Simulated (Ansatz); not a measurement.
# PbSe2 (I4/mcm) in Ansatz: relaxation of cell and atoms with r2SCAN

Aim: the relaxation of cell and atoms of PbSe2 with r2SCAN.

All numbers are computed with Ansatz 0.2.0; they aren't measurements. Logs are shortened: lines on timing, memory, paths and dates and some standing lists are left out, and cuts for length are marked.

## Step 1: Starting point

Symmetry: I4/mcm, No. 140, tetragonal system. Conventional cell: a = 6.477 Å, b = 6.477 Å, c = 7.804 Å, α = 90.00°, β = 90.00°, γ = 90.00°. Pb (site symmetry 422) is surrounded by 8 Se at 3.20 Å. Se (site symmetry m2m) has 1 Se at 2.38 Å as nearest neighbours.

The cell comes from a database or a generator and needn't be the stable form of this composition.

## Step 2: Relaxation of cell and atoms, r2SCAN

The input, input.yaml:

```yaml
crystal:
  lattice:
    - [-3.23863296, 3.23863296, 3.90219629]
    - [3.23863296, -3.23863296, 3.90219629]
    - [3.23863296, 3.23863296, -3.90219629]
  atoms:
    - { symbol: Pb, position: [0.75, 0.75, 0.0] }
    - { symbol: Pb, position: [0.25, 0.25, 0.0] }
    - { symbol: Se, position: [0.129816735, 0.370183265, 0.5] }
    - { symbol: Se, position: [0.870183265, 0.629816735, 0.5] }
    - { symbol: Se, position: [0.370183265, 0.870183265, 0.24036653] }
    - { symbol: Se, position: [0.629816735, 0.129816735, 0.75963347] }
hamiltonian:
  xc: r2scan
  pseudopotentials: { kind: paw }
kpoints:
  mp_grid: { grid: [6, 6, 6] }
scf:
  occupations: { method: fermi_dirac, width: 0.05 }
output:
  forces: true
  stress: true
  eigenvalues: true
relax:
  f_tol: 0.01
  max_steps: 40
  cell: { stress_tol: 0.05 }
```

Potentials or basis: Ansatz PAW.

Launch:

```sh
ansatz run input.yaml --threads 2 --pin off --max-ram 5632MiB --backend cpu --events-out ev --progress --plain --runs-dir out
```

The program printed:

```text
Warning: RAYON_NUM_THREADS=2 ignored (pool sized by the plan → 2); use --threads N
Engine: ansatz 0.2.0, x86_64-unknown-linux-gnu
Pseudopotentials: kind: paw
Pseudopotential: Pb, paw, valence charge 14, recommended cutoff 500 eV (meta_gga), Pb.paw.azcp
Pseudopotential: Se, paw, valence charge 16, recommended cutoff 500 eV (meta_gga), Se.paw.azcp
Functional definition: r2SCAN
  parameter k0 = 0.174
  parameter k1 = 0.065
  parameter a1 = 4.9479
  exchange = r2scan_x(k0 = k0, k1 = k1, a1 = a1)
  correlation = r2scan_c
Crystal: 6 atoms, lattice volume = 163.717 Å³
Basis set: ecut = 500 eV, 4123 PW (Γ), exchange–correlation on 180×180×180 points (64 copies of the dense FFT grid, shifted against one another)
Bands: 56, of which v1, the nominal top of the filled ones, is band 46 counted from 1 (45 counted from 0)
Symmetry: 16 space group operations
Space group: I4/mcm (ITA 140), of the structure as read, at distance tolerance 5.5e-5 Å
k-points: 30 of 216
Non-local potential: Pb, projectors of the file, l = 0: 2, l = 1: 2, l = 2: 2, l = 3: 2
Non-local potential: Se, projectors of the file, l = 0: 2, l = 1: 2, l = 2: 3, l = 3: 1
PAW form: soft (Blöchl's): semilocal exchange-correlation on the pseudo side does not see the compensation charge
PAW frozen core: Pb, regenerated for the run's functional (the file was generated under x = pbe(κ = 0.804, μ = 0.2195149727645171), c = pbe(β = 0.06672455060314922))
PAW frozen core: Se, regenerated for the run's functional (the file was generated under x = pbe(κ = 0.804, μ = 0.2195149727645171), c = pbe(β = 0.06672455060314922))
PAW one-centre angular grid: Pb, 590 points (default); XC on 160 Gauss nodes
PAW one-centre angular grid: Se, 590 points (default); XC on 160 Gauss nodes
Initial density: superposition of atomic densities (neutral atoms: chi_scale 0, normalization atom), corrected by the library's trained network
Initial wavefunctions: pseudopotential atomic-orbital guess
Functional: x = r2scan, c = r2scan; τ floored in thin density (d = 2e-4 eV/Å³)
SCF iter   1: F=—  HF=-45756.653785 eV  |F-HF|=—  |Δ(HF+E_count)|=         —  Δρ=6.39e-3  dr2=8.27e-2  dr2_τ=1.46e-2  ethr=1.77e-3  ⟨swp⟩=7.3  Hψ=6622  notcnv=0  defer=15
preconditioner: auto → Resta (q_TF=auto, 2.478 Å⁻¹)  ε∞=3.1  [insulator: Δε(μ)=0.257 eV  Ē_g=14.443 eV  σ=0.050 eV  W_gap=0.85  n_scr=42 (ndim 8)  ℏωp=20.9 eV  f_vac=0.012  D(μ)=0.07/eV (n_scr^D=0)  ε∞_Penn≈3.1]
SCF iter   2: F=—  HF=-45756.659256 eV  |F-HF|=—  |Δ(HF+E_count)|=   5.47e-3  Δρ=3.11e-3  dr2=1.86e-2  dr2_τ=4.56e-4  ethr=8.99e-5  ⟨swp⟩=3.0  Hψ=3569  notcnv=0  defer=61
SCF iter   3: F=—  HF=-45756.658809 eV  |F-HF|=—  |Δ(HF+E_count)|=   4.46e-4  Δρ=8.40e-4  dr2=1.24e-3  dr2_τ=3.00e-5  ethr=2.02e-5  ⟨swp⟩=2.9  Hψ=2551  notcnv=0  defer=61
SCF iter   4: F=—  HF=-45756.659155 eV  |F-HF|=—  |Δ(HF+E_count)|=   3.46e-4  Δρ=2.90e-4  dr2=9.74e-5  dr2_τ=3.09e-6  ethr=1.35e-6  ⟨swp⟩=3.0  Hψ=3015  notcnv=0  defer=61
SCF iter   5: F=—  HF=-45756.659199 eV  |F-HF|=—  |Δ(HF+E_count)|=   4.40e-5  Δρ=5.69e-5  dr2=5.93e-6  dr2_τ=2.28e-7  ethr=1.06e-7  ⟨swp⟩=2.0  Hψ=2116  notcnv=0  defer=61
SCF iter   6: F=—  HF=-45756.659201 eV  |F-HF|=—  |Δ(HF+E_count)|=   2.47e-6  Δρ=1.08e-5  dr2=1.99e-7  dr2_τ=8.60e-9  ethr=6.45e-9  ⟨swp⟩=2.0  Hψ=2372  notcnv=0  defer=61
SCF iter   7: F=-45756.659202 eV  HF=-45756.659202 eV  |F-HF|=6.50e-9  |Δ(HF+E_count)|=   1.85e-7  Δρ=2.70e-6  dr2=1.36e-8  dr2_τ=3.49e-10  ethr=1.09e-10  ⟨swp⟩=9.9  Hψ=7227  notcnv=0
SCF 1 converged in 7 iterations: F = -45756.659202 eV  dr2 = 1.36e-8
relax step   1: F+E_penalty+E_count = -45756.65920157 eV  Δ(F+E_penalty+E_count) = +0.000e0 eV  max|allowed force component| = 4.681e-3 eV/Å  Δτ_max = 0.0000 Å  P = -0.015 GPa  Ω = 163.717 Å³  (7 SCF iters, dr2 threshold 1.00e-7 eV, accepted)
Initial density: handed on by an earlier stage of this run
Initial wavefunctions: pseudopotential atomic-orbital guess (no wavefunctions were taken with the density)
iter 1 solved again at ethr=6.87e-8 eV; its pass at ethr=3.10e-3 eV (dr2=6.32e-5 eV) is discarded
SCF iter   1: F=—  HF=-45756.659221 eV  |F-HF|=—  |Δ(HF+E_count)|=         —  Δρ=2.79e-6  dr2=1.41e-8  dr2_τ=3.92e-10  ethr=6.87e-8  ⟨swp⟩=3.1  Hψ=11038  notcnv=0
eigensolver tolerance schedule: the retry pair's looser diagonalisation over-reported the residual by 4493.96 of it (diagonalisation noise at 0.11 of the residual, at the tolerance the schedule requests for it); recorded, not acted on — ethr = c·dr2/N_el stays at c = 1.0e-1
preconditioner: auto → Resta (q_TF=auto, 2.478 Å⁻¹)  ε∞=3.1  [insulator: Δε(μ)=0.246 eV  Ē_g=14.429 eV  σ=0.050 eV  W_gap=0.84  n_scr=42 (ndim 8)  ℏωp=20.9 eV  f_vac=0.012  D(μ)=0.09/eV (n_scr^D=0)  ε∞_Penn≈3.1]
SCF iter   2: F=—  HF=-45756.659202 eV  |F-HF|=—  |Δ(HF+E_count)|=   1.91e-5  Δρ=1.68e-6  dr2=5.34e-9  dr2_τ=1.04e-10  ethr=1.53e-11  ⟨swp⟩=2.4  Hψ=3078  notcnv=0
SCF iter   3: F=—  HF=-45756.659202 eV  |F-HF|=—  |Δ(HF+E_count)|=   4.00e-9  Δρ=5.03e-7  dr2=6.53e-10  dr2_τ=2.41e-11  ethr=5.81e-12  ⟨swp⟩=2.0  Hψ=3055  notcnv=0
SCF iter   4: F=-45756.659202 eV  HF=-45756.659202 eV  |F-HF|=7.28e-12  |Δ(HF+E_count)|=  8.00e-11  Δρ=1.51e-7  dr2=3.49e-11  dr2_τ=2.78e-12  ethr=1.00e-12  ⟨swp⟩=4.1  Hψ=6998  notcnv=0
SCF 2 converged in 4 iterations: F = -45756.659202 eV  dr2 = 3.49e-11
relax step   2: F+E_penalty+E_count = -45756.65920157 eV  Δ(F+E_penalty+E_count) = -2.488e-9 eV  max|allowed force component| = 4.687e-3 eV/Å  Δτ_max = 0.0000 Å  P = -0.015 GPa  Ω = 163.717 Å³  stress off target by 1.77e-2 GPa  SCF on the basis re-selected at this cell (its energy is not comparable with the rows above)  (4 SCF iters)
basis re-selected at this cell: Δ(F+E_penalty+E_count) = -2.488e-9 eV, ΔP = +0.000 GPa vs the last step (what re-selecting the basis moved, of the pressure what is left beyond the Pulay correction that the steps carried, after the strain that the cell walked since its last selection, with what the two solves' SCF thresholds leave and, on support functions, any second-order correction that the steps lacked; it is no measure of the basis error at this ecutwfc). This SCF's stress stands 1.77e-2 GPa from its target on what of the cell is left free (relax.cell.stress_tol is 5.00e-2 GPa) and its largest allowed force component is 4.69e-3 eV/Å (relax.f_tol is 1.00e-2 eV/Å): within both
SCF converged after 4 iterations
Free energy (F): -45756.659202 eV
Harris-Foulkes:  -45756.659202 eV  (|F-HF|=7.28e-12)
Internal energy: -45756.658248 eV  (E = F + TS)
E sigma→0 (E₀):  -45756.658725 eV
Entropy (-TS):   -0.000954 eV (-0.159 meV/atom)
Fermi energy:    8.949530 eV
--- Per-component energies (eV) ---
  E_band       = -1693.959712
  E_kinetic    = 1045.249750
  E_local      = -11918.954799  (includes V_loc(G=0)·N_el)
  E_nonlocal   = -1677.765268
  E_hartree    = 5690.470987
  E_xc         = -809.947263
  E_vxc        = -712.571862  (∫ρ·V_xc dr)
  E_paw        = -28563.316508  (= ΣΔE_a)
  E_vpaw       = 147.582558  (= ΣTr[D̂ρ^β])
  E_aug_tail   = -0.000812  (compensation charges beyond the density's cutoff)
  E_vtau       = 41.558575  (kinetic-family band-sum trace: ∫τ·v_τ [+ j·A + Jᵃ·Aᵃ] dr)
  E_ewald      = -9517.266258
  E_core_change = -5.128076  (= ΣΔE_core)
  E_smearing   = -0.000954  (= −TS)
  E_closure    = -0.000000  (closes the sum)
  Σ components = -45756.659202   (vs F -45756.659202, Δ=0.00e0)
--- Forces (eV/Å), atoms counted from 1 ---
  atom   1  Pb    -0.00000000    -0.00000000     0.00000000
  atom   2  Pb     0.00000000     0.00000000     0.00000000
  atom   3  Se     0.00468683    -0.00468683    -0.00000000
  atom   4  Se    -0.00468683     0.00468683     0.00000000
  atom   5  Se     0.00468683     0.00468683     0.00000000
  atom   6  Se    -0.00468683    -0.00468683     0.00000000
  max |Σ_I F_I| component: 7.63e-17 eV/Å
--- Stress (GPa, compression-positive) ---
       -0.017663      -0.000000      -0.000000
       -0.000000      -0.017663      -0.000000
        0.000000       0.000000      -0.010210
  P = ⅓ Tr σ = -0.0152 GPa (-0.152 kbar)
--- Band table (eV; the first three rows and the last of 30) ---
  k-point 0: bands = ["-40.0962", "-40.0957", "-40.0116", "-40.0116", "-40.0021", "-40.0021", "-39.9891", "-39.9888", "-39.9762", "-39.9757", "-39.9629", "-39.9629", "-39.7921", "-39.7921", "-39.7905", "-39.7901", "-39.7897", "-39.7894", "-39.7877", "-39.7877", "-9.0224", "-9.0124", "-9.0124", "-8.9704", "-8.9398", "-8.9398", "-8.9395", "-8.9312", "-8.9228", "-8.9166", "-6.6714", "-5.5349", "-3.0745", "-3.0745", "0.3329", "1.0434", "3.8952", "4.2792", "4.6373", "4.6373", "5.3383", "5.6383", "5.6383", "5.7419", "5.8172", "8.6999", "11.3412", "11.3412", "12.3982", "12.3982", "13.2186", "13.2186", "13.5267", "13.6051", "13.9408", "15.9976"]
  k-point 1: bands = ["-40.0961", "-40.0957", "-40.0116", "-40.0116", "-40.0021", "-40.0020", "-39.9890", "-39.9889", "-39.9761", "-39.9758", "-39.9629", "-39.9629", "-39.7921", "-39.7921", "-39.7905", "-39.7902", "-39.7897", "-39.7894", "-39.7877", "-39.7877", "-9.0213", "-9.0188", "-9.0046", "-8.9644", "-8.9423", "-8.9396", "-8.9372", "-8.9337", "-8.9272", "-8.9174", "-6.5585", "-5.6040", "-3.1965", "-3.1219", "0.3466", "0.8901", "3.6693", "4.1131", "4.6299", "5.2911", "5.4228", "5.5518", "5.8772", "6.1590", "6.5059", "8.0354", "10.9064", "11.3607", "11.6871", "12.3438", "12.8776", "12.9370", "13.2450", "14.0612", "14.2428", "15.9432"]
  k-point 2: bands = ["-40.0960", "-40.0959", "-40.0116", "-40.0116", "-40.0020", "-40.0020", "-39.9890", "-39.9889", "-39.9760", "-39.9759", "-39.9629", "-39.9629", "-39.7921", "-39.7921", "-39.7904", "-39.7902", "-39.7896", "-39.7895", "-39.7877", "-39.7877", "-9.0309", "-9.0193", "-8.9884", "-8.9534", "-8.9464", "-8.9394", "-8.9392", "-8.9368", "-8.9333", "-8.9180", "-6.2865", "-5.7264", "-3.5718", "-3.2145", "0.5781", "0.6331", "3.8290", "4.0895", "4.2577", "4.6639", "6.2201", "6.2315", "6.5491", "7.1576", "7.2906", "7.4185", "10.1820", "11.2530", "11.3030", "11.5941", "11.7934", "11.8052", "13.5879", "13.9161", "14.5137", "16.1989"]
  k-point 29: bands = ["-40.0962", "-40.0957", "-40.0116", "-40.0116", "-40.0021", "-40.0021", "-39.9890", "-39.9889", "-39.9762", "-39.9757", "-39.9629", "-39.9629", "-39.7921", "-39.7921", "-39.7904", "-39.7902", "-39.7896", "-39.7895", "-39.7877", "-39.7877", "-9.0139", "-8.9845", "-8.9845", "-8.9700", "-8.9533", "-8.9470", "-8.9470", "-8.9275", "-8.9266", "-8.9247", "-6.2389", "-5.6579", "-3.3531", "-3.3531", "-0.3781", "-0.1418", "3.9927", "4.0688", "4.9565", "4.9565", "6.4524", "6.6103", "7.4864", "7.4864", "8.8158", "8.8365", "10.4700", "10.4700", "10.5464", "11.3963", "11.3963", "11.9404", "12.3708", "12.3708", "14.3008", "14.4912"]
--- Relaxed structure (1 steps of the walk, 1 accepted, 1 SCFs on fresh bases) ---
  F+E_penalty+E_count = -45756.65920157 eV   max|allowed force component| = 4.687e-3 eV/Å   (the final SCF, on the basis selected at the relaxed cell)
  cell:  # Å, volume = 163.7165 Å³
    - [-3.23863296, 3.23863296, 3.90219629]
    - [3.23863296, -3.23863296, 3.90219629]
    - [3.23863296, 3.23863296, -3.90219629]
  atoms:
    - { symbol: Pb, position: [0.75, 0.75, 0.0] }
    - { symbol: Pb, position: [0.24999999999999997, 0.24999999999999997, 0.0] }
    - { symbol: Se, position: [0.129816735, 0.370183265, 0.5] }
    - { symbol: Se, position: [0.8701832649999999, 0.629816735, 0.49999999999999994] }
    - { symbol: Se, position: [0.370183265, 0.870183265, 0.24036653] }
    - { symbol: Se, position: [0.629816735, 0.129816735, 0.75963347] }
```

Wall time 14 s (2 threads of Intel Xeon 6975P-C (Granite Rapids), shared host); peak memory 1 GiB.

Results:

| Property | Result |
| --- | --- |
| Free energy | -45756.6592 eV |
| Energy gained by relaxing | 0.0 meV/atom |
| Ionic steps | 2 |
| Pressure after relaxing | 0.0 GPa |
| Largest force after relaxing | 0.007 eV/Å |
| Band gap on the k mesh | 0.25 eV, indirect (least direct gap 0.54 eV) |

Forces on the atoms (eV/Å):
```
Pb   0.000  0.000  0.000
Pb   0.000  0.000  0.000
Se   0.005 -0.005  0.000
Se  -0.005  0.005  0.000
Se   0.005  0.005  0.000
Se  -0.005 -0.005  0.000
```

Final structure:
```xyz
6
Lattice="-3.2386 3.2386 3.9022 3.2386 -3.2386 3.9022 3.2386 3.2386 -3.9022" Properties=species:S:1:pos:R:3 pbc="T T T"
Pb    0.0000    0.0000    5.8533
Pb    0.0000    0.0000    1.9511
Se    2.3978    0.8409    0.0000
Se    0.8409    2.3978    3.9022
Se    2.3978   -0.8409    3.9022
Se    0.8409    4.0795    0.0000
```

Caveat: the plane-wave basis is chosen anew once the cell has moved, so the energies of steps on either side of that aren't comparable; spin-orbit coupling is left out, which as a rule narrows the gap of such compounds by several tenths of an eV; the PAW data sets come from PBE, with cores solved anew for the run's functional, which leaves a small shift of forces and pressure.
